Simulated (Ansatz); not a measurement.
Wurtzite InN was calculated with PBEsol in Ansatz (PAW).

Numerical settings: plane-wave cutoff 500 eV, 12×8×1 k mesh (along the axes of the cell as run), Fermi–Dirac smearing 0.05 eV, scalar-relativistic PAW data made under PBE.

Q: What does this level give for the surface energy of the (10-10) face and work function of the (10-10) face?

A: 
- surface energy of the (10-10) face: 1.36 J/m²
- work function of the (10-10) face: 5.04 eV

The slab of 16 atoms is relaxed and unreconstructed.

Spin–orbit coupling is not included.

Computed values are for the static lattice.

It cost roughly 9 core-minutes of CPU time.

Ansatz is a program for electronic structure.
